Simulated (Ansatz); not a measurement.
# How K$_{2}$S answers to pressure

```
K S
1.0
     0.00000    3.69550    3.69550
     3.69550    0.00000    3.69550
     3.69550    3.69550    0.00000
K S
2 1
Cartesian
  1.8478 1.8478 1.8478
  5.5433 5.5433 5.5433
  0.0000 0.0000 0.0000
```

The cell is COD entry 1011375, as deposited and not checked against the literature; nothing was relaxed.

All numbers below come from DFT, PBEsol, all-electron LAPW, scalar-relativistic in Ansatz 0.2.0.

Numerical set-up: a Γ-centred 7×7×7 k mesh, Fermi–Dirac smearing of 0.01 eV, basis error target 0.5 meV/atom, no spin polarisation.

The cell is scaled evenly with fractional coordinates held. Semilocal gaps are too small, but their slopes carry over better.

| V/V(cell) | P (GPa) | gap on the k mesh (eV) |
| --- | --- | --- |
| 0.9800 | -0.04 | 2.347 |
| 1.0000 | -0.42 | 2.298 |
| 1.0100 | -0.60 | 2.274 |
| 1.0400 | -1.07 | 2.205 |

From the rows at 0.9800 and 1.0100, what is the bulk modulus at the cell's volume?

B = −ΔP/Δln V = −[(-0.60) − (-0.04)]/0.03015 = 18.6 GPa.

What are the gap's volume deformation potential and pressure coefficient?

dEg/dln V = (2.274 − 2.347)/0.03015 = -2.42 eV, and dEg/dP = −(dEg/dln V)/B = 130 meV/GPa: pressure widens the gap.

Predict the row at V/V(cell) = 0.9400. How far is a linear estimate of P off?

P = 0.87 GPa, gap 2.450 eV. The linear estimate P(cell) − B ln(V/V(cell)) = 0.73 GPa misses by 0.14 GPa, since the modulus grows under compression.
